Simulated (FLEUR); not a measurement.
# BAs (F-43m) in FLEUR: single point with PBEsol

Aim: the single point of BAs with PBEsol.

All numbers are computed with FLEUR MaX-R8.1 (later development tree); they aren't measurements. Logs are shortened: lines on timing, memory, paths and dates and some standing lists are left out, and cuts for length are marked.

### 1 Starting point

Symmetry: F-43m, No. 216, cubic system. The conventional cell has a = 4.777 Å, b = 4.777 Å, c = 4.777 Å, α = 90.00°, β = 90.00°, γ = 90.00°. As (site symmetry -43m) is surrounded by 4 B at 2.07 Å. B (site symmetry -43m) is surrounded by 4 As at 2.07 Å.

### 2 Single point, PBEsol

inp.xml reads:

```xml
<?xml version="1.0" encoding="UTF-8" standalone="no"?>
<fleurInput fleurInputVersion="0.39">
   <comment>
      BAs                                                                                                 
   </comment>
   <calculationSetup>
      <cutoffs Kmax="4.92" Gmax="15.3" GmaxXC="15.3" numbands="0"/>
      <scfLoop itmax="60" minDistance="0.00001" maxIterBroyd="15" imix="Anderson" alpha="0.05" precondParam="0.0" spinf="2.0" sdNocoIR="T"/>
      <coreElectrons ctail="T" frcor="F" kcrel="0" coretail_lmax="0"/>
      <xcFunctional name="PBEs" relativisticCorrections="F"/>
      <magnetism jspins="1"/>
      <soc l_soc="F" theta="0.0" phi="0.0" spav="F"/>
      <expertModes spex="0" secvar="F"/>
      <geometryOptimization l_f="F" forcealpha="1.0" forcemix="BFGS" epsdisp="0.00001" epsforce="0.00001"/>
      <ldaU l_linMix="F" mixParam="0.05" spinf="1.0"/>
   </calculationSetup>
   <cell>
      <bzIntegration valenceElectrons="24.0" mode="hist" fermiSmearingEnergy="0.00183747">
         <kPointListSelection listName="default-1"/>
         <!-- k-points included here -->
         <xi:include xmlns:xi="http://www.w3.org/2001/XInclude" href="kpts.xml"> </xi:include>
      </bzIntegration>
      <!-- symmetry operations included here -->
      <xi:include xmlns:xi="http://www.w3.org/2001/XInclude" href="sym.xml"> </xi:include>
      <bulkLattice scale="1.0">
         <bravaisMatrix>
            <row-1>    0.0000000000000000     4.5136108486071000     4.5136108486071000</row-1>
            <row-2>    4.5136108486071000     0.0000000000000000     4.5136108486071000</row-2>
            <row-3>    4.5136108486071000     4.5136108486071000     0.0000000000000000</row-3>
         </bravaisMatrix>
      </bulkLattice>
   </cell>
   <atomSpecies>
      <species name="Arsenic (As)" element="As" atomicNumber="33">
         <mtSphere radius="1.99" gridPoints="677" logIncrement="0.018"/>
         <atomicCutoffs lmax="8" lnonsphr="8"/>
         <electronConfig flipSpins="F">
            <coreConfig>(1s1/2) (2s1/2) (2p1/2) (2p3/2) (3s1/2)</coreConfig>
            <valenceConfig>(3p1/2) (3p3/2) (4s1/2) (3d3/2) (3d5/2) (4p1/2) (4p3/2)</valenceConfig>
            <stateOccupation state="(4p1/2)" spinUp="0.500000" spinDown="0.500000"/>
            <stateOccupation state="(4p3/2)" spinUp="1.000000" spinDown="1.000000"/>
         </electronConfig>
         <energyParameters s="4" p="4" d="3" f="4"/>
         <lo type="SCLO" l="1" n="3" eDeriv="0"/>
         <lo type="SCLO" l="1" n="3" eDeriv="1"/>
         <lo type="HELO" l="2" n="4" eDeriv="0"/>
         <lo type="HELO" l="2" n="4" eDeriv="1"/>
         <lo type="SCLO" l="0" n="4" eDeriv="2"/>
         <lo type="SCLO" l="3" n="4" eDeriv="2"/>
      </species>
      <species name="Boron (B)" element="B" atomicNumber="5">
         <mtSphere radius="1.52" gridPoints="519" logIncrement="0.02"/>
         <atomicCutoffs lmax="8" lnonsphr="8"/>
         <electronConfig flipSpins="F">
            <coreConfig>(1s1/2)</coreConfig>
            <valenceConfig>(2s1/2) (2p1/2) (2p3/2)</valenceConfig>
            <stateOccupation state="(2p1/2)" spinUp="0.166667" spinDown="0.166667"/>
            <stateOccupation state="(2p3/2)" spinUp="0.333333" spinDown="0.333333"/>
         </electronConfig>
         <energyParameters s="2" p="2" d="3" f="4"/>
         <lo type="SCLO" l="0" n="2" eDeriv="2"/>
         <lo type="SCLO" l="1" n="2" eDeriv="2"/>
         <lo type="SCLO" l="2" n="3" eDeriv="2"/>
      </species>
   </atomSpecies>
   <atomGroups>
      <atomGroup species="Arsenic (As)">
         <relPos label="                   1">-1.000/4.000 -1.000/4.000 -1.000/4.000</relPos>
         <force calculate="T" relaxXYZ="TTT"/>
      </atomGroup>
      <atomGroup species="Boron (B)">
         <relPos label="                   2">.0000000000 .0000000000 .0000000000</relPos>
         <force calculate="T" relaxXYZ="TTT"/>
      </atomGroup>
   </atomGroups>
   <output dos="F" band="F" slice="F">
      <checks vchk="F" cdinf="F"/>
      <bandDOS minEnergy="-.5*Htr" maxEnergy="0.5*Htr" sigma="0.015" storeEVData="T"/>
      <vacuumDOS vacdos="F" integ="F" star="F" nstars="0" locx1="0.0" locy1="0.0" locx2="0.0" locy2="0.0" nstm="0" tworkf="0.0"/>
      <unfoldingBand unfoldBand="F" supercellX="1" supercellY="1" supercellZ="1"/>
      <plotting iplot="0" polar="F">
         <plot TwoD="T" vec1="  1.0  0.0  0.0" vec2="  0.0  1.0  0.0" vec3="  0.0  0.0  1.0" zero="  0.0  0.0  0.0" file="plot"/>
      </plotting>
      <chargeDensitySlicing numkpt="0" minEigenval="0.0" maxEigenval="0.0" nnne="0" pallst="F"/>
      <specialOutput eonly="F"/>
      <moessbauerParams electricFieldGradient="T" isomerShift="T" coreHyperfine="T" valenceHyperfine="T"/>
      <magneticCircularDichroism mcd="F" energyLo="-10.0" energyUp="0.0"/>
   </output>
  <!-- We include the file relax.xml here to enable relaxations (see documentation) -->
  <xi:include xmlns:xi="http://www.w3.org/2001/XInclude" href="relax.xml"> <xi:fallback/> </xi:include>
</fleurInput>
```

crystal.txt reads:

```
BAs
&input cartesian=F /
0.0000000000  2.3885000000  2.3885000000
2.3885000000  0.0000000000  2.3885000000
2.3885000000  2.3885000000  0.0000000000
1.8897261246
1.0 1.0 1.0

2
33 0.7500000000  0.7500000000  0.7500000000
5 0.0000000000  0.0000000000  0.0000000000

&kpt div1=10 div2=10 div3=10 gamma=T /
```

Potentials or basis: all-electron, FLAPW.

Started as:

```bash
$ inpgen -f crystal.txt -profile fastHighL
$ # inp.xml edited to the form shown
$ fleur_MPI
```

The log of the run:

```text
Welcome to FLEUR        (www.flapw.de)
      MaX-Release 8.1          (www.max-centre.eu)

 ========== k-point set info ==========
 Selected k-point list: default-1
 k-point list type: mesh
 10 x 10 x 10
 Number of k points: 47

 ------------Calculation Setup---------------------------
 Number of MPI-tasks      :            1
 Number of PE/node        :            1
 Number of OMP-threads    :            1
 Most efficient MPI parallelization for:
           1          47
 Additional eigenvalue parallelization possible
 Number of basis functions:          462
 Approximate size of matrices (H+S) per k-point:         0.006 GB
 --------------------------------------------------------
 Iteration:     1   Distance:      13.39656268 me/bohr^3
 Iteration:     2   Distance:      12.24031631 me/bohr^3
 Iteration:     3   Distance:       5.34050288 me/bohr^3
 Iteration:     4   Distance:       2.04654988 me/bohr^3
 Iteration:     5   Distance:       1.46703600 me/bohr^3
 Iteration:     6   Distance:       0.23369258 me/bohr^3
 Iteration:     7   Distance:       0.23388296 me/bohr^3
 Iteration:     8   Distance:       0.03095624 me/bohr^3
 Iteration:     9   Distance:       0.01362232 me/bohr^3
 Iteration:    10   Distance:       0.00250090 me/bohr^3
 Iteration:    11   Distance:       0.00024412 me/bohr^3
 Iteration:    12   Distance:       0.00020285 me/bohr^3
 Iteration:    13   Distance:       0.00001242 me/bohr^3
 Iteration:    14   Distance:       0.00000688 me/bohr^3

 ********************************************************************
 Run finished successfully
 Stop message:
   all done
 ********************************************************************
```

out.xml (last iteration):

```text
<iteration numberForCurrentRun="   14" overallNumber="   14">
         <energyParameters units="Htr">
            <atomicEP atomType="1" spin="1" branch="4s" branchLowest="-6.48" branchHighest="1.22" value="-0.2127041646"/>
            <atomicEP atomType="1" spin="1" branch="4p" branchLowest="-4.40" branchHighest="2.01" value="0.0108178139"/>
            <atomicEP atomType="1" spin="1" branch="3d" branchLowest="-9.99" branchHighest="-0.97" value="-0.9912260527"/>
            <atomicEP atomType="1" spin="1" branch="4f" branchLowest="-9.99" branchHighest="4.12" value="0.3698848009"/>
            <loAtomicEP atomType="1" spin="1" branch="3p" branchLowest="-47.36" branchHighest="-4.40" value="-4.4116919013"/>
            <loAtomicEP atomType="1" spin="1" branch="3p" branchLowest="-47.36" branchHighest="-4.40" value="-4.4116919013"/>
            <heloAtomicEP atomType="1" spin="1" branch="4d" branchLowest="2.37" branchHighest="2.37" value="2.3672862081"/>
            <heloAtomicEP atomType="1" spin="1" branch="4d" branchLowest="2.37" branchHighest="2.37" value="2.3672862081"/>
            <loAtomicEP atomType="1" spin="1" branch="4s" branchLowest="-6.48" branchHighest="1.22" value="-0.2127041646"/>
            <loAtomicEP atomType="1" spin="1" branch="4f" branchLowest="-9.99" branchHighest="4.12" value="0.3698877348"/>
            <atomicEP atomType="2" spin="1" branch="2s" branchLowest="-6.03" branchHighest="2.56" value="-0.1390455378"/>
            <atomicEP atomType="2" spin="1" branch="2p" branchLowest="-9.99" branchHighest="2.07" value="0.0231251455"/>
            <atomicEP atomType="2" spin="1" branch="3d" branchLowest="-9.99" branchHighest="5.61" value="0.2271831763"/>
            <atomicEP atomType="2" spin="1" branch="4f" branchLowest="-9.99" branchHighest="9.27" value="0.3872470222"/>
            <loAtomicEP atomType="2" spin="1" branch="2s" branchLowest="-6.03" branchHighest="2.56" value="-0.1390455378"/>
            <loAtomicEP atomType="2" spin="1" branch="2p" branchLowest="-9.99" branchHighest="2.07" value="0.0231169276"/>
            <loAtomicEP atomType="2" spin="1" branch="3d" branchLowest="-9.99" branchHighest="5.61" value="0.2271846115"/>
         </energyParameters>
         <eigenvalues>
            <eigenvaluesAt spin="1" ikpt="1" k_x="0.00000000" k_y="0.00000000" k_z="0.00000000">
                      -4.4090825789       -4.4090825789       -4.4090825789       -1.0016018863       -1.0016018863
                      -1.0016018863       -1.0007517126       -1.0007517126       -0.2518178231        0.3153230701
                       0.3153230701        0.3153230701        0.4346047662        0.4346047662        0.4346047662
                       0.4868470169        0.6590554969        0.7968695564        0.7968695564
            </eigenvaluesAt>
            <eigenvaluesAt spin="1" ikpt="2" k_x="0.00000000" k_y="0.00000000" k_z="0.10000000">
                      -4.4090830224       -4.4090828136       -4.4090828136       -1.0015897897       -1.0015756783
                      -1.0015756783       -1.0007557934       -1.0007557934       -0.2457757480        0.2637236604
                       0.3041574269        0.3041574269        0.4398158944        0.4493134450        0.4493134450
                       0.5189926277        0.6831176395        0.7536483713        0.7536483713
            </eigenvaluesAt>
            <eigenvaluesAt spin="1" ikpt="3" k_x="0.00000000" k_y="0.00000000" k_z="0.20000000">
                      -4.4090841339       -4.4090832951       -4.4090832951       -1.0015631556       -1.0015106918
                      -1.0015106918       -1.0007535499       -1.0007535499       -0.2279516051        0.1765178553
                       0.2829707556        0.2829707556        0.4317296987        0.4757356694        0.4757356694
                       0.5780750707        0.7204752828        0.7261304509        0.7261304509
            </eigenvaluesAt>
            <eigenvaluesAt spin="1" ikpt="4" k_x="0.00000000" k_y="0.00000000" k_z="0.30000000">
                      -4.4090842044       -4.4090831422       -4.4090831422       -1.0015223150       -1.0014379057
                      -1.0014379057       -1.0007232410       -1.0007232410       -0.1996735381        0.0921231238
                       0.2642904969        0.2642904969        0.4216958057        0.4903477066        0.4903477066
                       0.6233595625        0.7255105846        0.7426562689        0.7426562689
            </eigenvaluesAt>
         </eigenvalues>
         <bandgap value="1.0861907774" units="eV"/>
         <sumValenceSingleParticleEnergies value="-35.8813609128" units="Htr"/>
         <FermiEnergy value="0.3153230701" units="Htr"/>
         <valenceDensity>
            <mtCharges spin="1">
               <mtCharge atomType="1" total="18.4094649" s="1.0282118" p="7.3693840" d="10.0026770" f="0.0075131"/>
               <mtCharge atomType="2" total="1.3065761" s="0.4573840" p="0.8312274" d="0.0164065" f="0.0012997"/>
            </mtCharges>
            <spinDependentCharge spin="1" total="24.0000000" interstitial="4.2839590" mtSpheres="19.7160410"/>
            <totalCharge value="24.0000000000"/>
         </valenceDensity>
         <coreStates atomType="     1" atomicNumber=" 33" spin="1" kinEnergy="   1994.3352081782" eigValSum="  -1264.8572571304" lostElectrons=" 0.000129">
            <state n="1" l="0" j="0.5" energy="-429.7184953050" weight="1.0000000000"/>
            <state n="2" l="0" j="0.5" energy="-54.0794090773" weight="1.0000000000"/>
            <state n="2" l="1" j="0.5" energy="-48.2772323098" weight="1.0000000000"/>
            <state n="2" l="1" j="1.5" energy="-46.9351342257" weight="2.0000000000"/>
            <state n="3" l="0" j="0.5" energy="-6.4832234216" weight="1.0000000000"/>
         </coreStates>
         <coreStates atomType="     2" atomicNumber="  5" spin="1" kinEnergy="     21.5583608460" eigValSum="    -12.0629508799" lostElectrons=" 0.000484">
            <state n="1" l="0" j="0.5" energy="-6.0314754399" weight="1.0000000000"/>
         </coreStates>
         <allElectronCharges>
            <spinDependentCharge spin="1" total="38.0000000" interstitial="4.2845694" mtSpheres="33.7154306"/>
            <totalCharge value="37.9999999952"/>
         </allElectronCharges>
         <moessbauerParams unitsHFF="kG" unitsIS="e/bohr^3" unitsEFG="Htr/bohr^2">
            <coreIsomerShift atomType="1" isTotal="35690.23369">
               <shell n="1" l="0" isomerShift="31914.05660"/>
               <shell n="2" l="0" isomerShift="3241.06930"/>
               <shell n="2" l="1" isomerShift="30.52238"/>
               <shell n="3" l="0" isomerShift="504.58540"/>
            </coreIsomerShift>
            <coreIsomerShift atomType="2" isTotal="69.38452">
               <shell n="1" l="0" isomerShift="69.38452"/>
            </coreIsomerShift>
            <isomerShift atomType="1" nucleusRadius="0.0000996" averageDensity="35729.27180"/>
            <isomerShift atomType="2" nucleusRadius="0.0000522" averageDensity="71.42563"/>
            <electricFieldGradient atomType="1" VXX="0.00000" VYY="0.00000" VZZ="0.00000" asymParam="0.00000">
            </electricFieldGradient>
            <electricFieldGradient atomType="2" VXX="0.00000" VYY="0.00000" VZZ="0.00000" asymParam="0.00000">
            </electricFieldGradient>
         </moessbauerParams>
         <totalEnergy                                    value="    -2284.2316413182" units="Htr">
            <sumOfEigenvalues                            value="    -1312.8015689232">
               <coreElectrons value="-1276.9202080103"/>
               <valenceElectrons value="-35.8813609128"/>
            </sumOfEigenvalues>
            <densityCoulombPotentialIntegral value="-3533.8812987481"/>
            <densityEffectivePotentialIntegral value="-3646.9394117735"/>
            <chargeDenXCDenIntegral value="-86.2190697683"/>
            <FockExchangeEnergyValence value="0.0000000000"/>
            <FockExchangeEnergyCore value="0.0000000000"/>
            <atomTypeDependentContributions atomType="1">
               <electronNucleiInteractionDifferentMTs value="2712.8159606161"/>
               <MadelungTerm value="-22.7392227794"/>
            </atomTypeDependentContributions>
            <atomTypeDependentContributions atomType="2">
               <electronNucleiInteractionDifferentMTs value="26.7456084620"/>
               <MadelungTerm value="-2.9089731686"/>
            </atomTypeDependentContributions>
            <tkbTimesEntropy value="0.0000000000"/>
            <freeEnergy value="-2284.2316413182"/>
            <extrapolationTo0K value="-2284.2316413182"/>
         </totalEnergy>
         <densityConvergence units="me/bohr^3">
            <chargeDensity spin="1" distance="0.0000068757"/>
         </densityConvergence>
      </iteration>
```

Wall time 61 s (1 thread of Arm Neoverse V2, shared host); peak memory 0.06 GiB.

What came out:

* Free energy: -62157.1095 eV
* Band gap on the k mesh: 1.09 eV, indirect (least direct gap 3.25 eV)
* Valence electrons inside the program's atomic spheres: As 18.41; B 1.31 (radii As 1.99, B 1.52 bohr)

Core levels (eV from the Fermi level):
```
atom                                                                     levels
1 As  1s1/2 -11701.8, 2s1/2 -1480.2, 2p1/2 -1322.3, 2p3/2 -1285.8, 3s1/2 -185.0
 2 B                                                               1s1/2 -172.7
```

A k mesh can miss the band edges. PBEsol gaps usually lie below the measured ones, often by a third to a half.
